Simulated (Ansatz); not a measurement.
The system is Si.

```
Si
1.0
     4.71324    2.72119    1.88400
    -4.71324    2.72119    1.88400
     0.00000   -5.44238    1.88400
Si
8
Direct
  0.51876 0.01710 0.71491
  0.28715 0.28715 0.28715
  0.71491 0.51876 0.01710
  0.48124 0.98290 0.28509
  0.28509 0.48124 0.98290
  0.71285 0.71285 0.71285
  0.98290 0.28509 0.48124
  0.01710 0.71491 0.51876
```

This isn't the form of Si at room conditions, which is diamond.

Base run:

```yaml
Program: Ansatz 0.2.0
Functional: HSE06
Potentials_or_basis: Ansatz PAW
Cutoff: 420 eV
Density_cutoff: 1680 eV
k_mesh: 4 × 4 × 4
Occupations: fermi-dirac, width 0.05 eV
Spin: no spin polarisation
```

Its results: band gap on the k mesh 0.25 eV, indirect (least direct gap 1.56 eV); largest force 0.054 eV/Å.

Q: The run is repeated on the same cell with these changes: functional from HSE06 to PBE0. What comes out?

A: Band gap on the k mesh 0.87 eV, indirect (least direct gap 2.19 eV); largest force 0.083 eV/Å.

Caveats: the PAW data sets come from PBE, with cores solved anew for the run's functional, which leaves a small shift of forces and pressure.

Not every run made on this cell is shown here.
